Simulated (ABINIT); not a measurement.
The system is PtSe2 (Sudovikovite).

```
CELL_PARAMETERS angstrom
3.72400 0.00000 0.00000
-1.86200 3.22508 0.00000
0.00000 0.00000 5.06200
ATOMIC_POSITIONS crystal
Pt 0.00000 0.00000 0.00000
Se 0.66667 0.33333 0.75000
Se 0.33333 0.66667 0.25000
```

Base run:

* Program: ABINIT 10.8.3 (patched build)
* Functional: LDA
* Potentials or basis: PseudoDojo NC SR LDA v0.4.1 standard
* Cutoff: 1061 eV
* k mesh: 6 × 6 × 4
* Occupations: fermi-dirac, width 0.05 eV
* Spin: no spin polarisation

Its results: band gap on the k mesh none (metal or under the smearing width); pressure -1.2 GPa; largest force 0.185 eV/Å.

Task: The run is repeated on the same cell with these changes: functional from LDA to PBEsol; potentials or basis from PseudoDojo NC SR LDA v0.4.1 standard to PseudoDojo NC SR PBEsol v0.4.1 standard. What comes out?

Result: Band gap on the k mesh none (metal or under the smearing width); pressure 1.5 GPa; largest force 0.324 eV/Å.
